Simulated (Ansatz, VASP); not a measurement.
**Hf in VASP and in Ansatz**

```xyz
2
Lattice="3.0677 0.0000 0.0000 -1.5339 2.6567 0.0000 0.0000 0.0000 4.8771" Properties=species:S:1:pos:R:3 pbc="T T T"
Hf    0.0000    1.7711    1.2193
Hf    1.5339    0.8856    3.6579
```

Alike in both runs: functional PBEsol; k mesh 16 × 16 × 10; occupations gaussian, width 0.05 eV; no spin polarisation.

Ansatz relaxed the structure, and its values are those at the end. VASP's run is a single point on that final structure, the one shown.

```csv
,VASP,Ansatz
version,VASP 6.6.1,Ansatz 0.2.0
potentials or method,"VASP PAW PBE potentials, release 64 (Hf_pv)","scalar-relativistic, plane waves, PAW"
plane-wave cutoff (eV),520,420
valence electrons in the cell,20,52
```

Ansatz gave:

| Item | Value |
| --- | --- |
| gap on the k mesh at the Fermi level (eV) | none |
| pressure (GPa) | 10.8 |

Task: What did VASP give for the same quantities?

Result: gap on the k mesh at the Fermi level (eV): none; pressure (GPa): 10.5.

A gap of «none» marks a metal or a gap that the smearing closes. The two sets of potentials don't hold the same shells in valence.

Caveats: the PAW data sets were made with another functional, which shifts forces and pressure a little (VASP). The runs have no spin-orbit coupling, so splittings on Hf are missing.
